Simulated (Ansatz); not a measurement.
Relaxed Li2O (anti-fluorite):

```xyz
3
Lattice="0.0000 2.2900 2.2900 2.2900 0.0000 2.2900 2.2900 2.2900 0.0000" Properties=species:S:1:pos:R:3 pbc="T T T"
O      0.0000     0.0000     0.0000
Li     1.1450     1.1450     1.1450
Li     3.4350     3.4350     3.4350
```

Scan: atom 1 (O, nearest neighbour Li at 1.983 Å; its periodic images, 3.2 Å or more away, move with it) is displaced along Cartesian [111], direction (0.577, 0.577, 0.577) in Cartesian axes, by s. The other atoms stay.

Calculation: PBEsol (plane waves to 420 eV, PAW, scalar-relativistic; Ansatz, an electronic-structure program). k mesh 10×10×10 (Γ-centred), Fermi-Dirac smearing 0.05 eV. Energies are smeared free energies. Compression counts positive. Left out: 2 of 11 points, with atoms too close for the PAW data. F∥ is the force on the atom along that direction. Li2O was relaxed with its symmetry unable to fall. ΔE is measured from the undisplaced structure.

```
s (Å)   ΔE (meV/cell)  P (GPa)  F∥ (eV/Å)
------  -------------  -------  ---------
-0.472            858     14.8      4.929
-0.354            413      7.7      2.803
-0.236            164      3.2      1.515
-0.118             38      0.8      0.664
0.000               0      0.0      0.000
0.118              38      0.8     -0.664
0.236             164      3.2     -1.515
0.354             413      7.7     -2.803
0.472             858     14.8     -4.929
```

Summary:

| Item | Result |
|---|---|
| Energy at s = 0.472 Å | 858 meV/cell |
| Force along the line at s = -0.472 Å | 4.93 eV/Å |
| Symmetry of the curve | even: the same for both signs |
| Shape of the curve | a single well with its minimum at or next to zero displacement |
| Force constant k = d²E/ds² at s = 0 (finite differences) | 5.36 eV/Å² |
| Harmonic estimate at the end of the scan | ½ks² = 597 meV/cell against the computed 858 meV/cell, so the well is stiffer than harmonic there |

The 11 points together took very roughly 30 core-seconds.

(For displaced atoms, the force is minus the slope of the energy, and its curvature is a force constant, which sets phonon frequencies.)
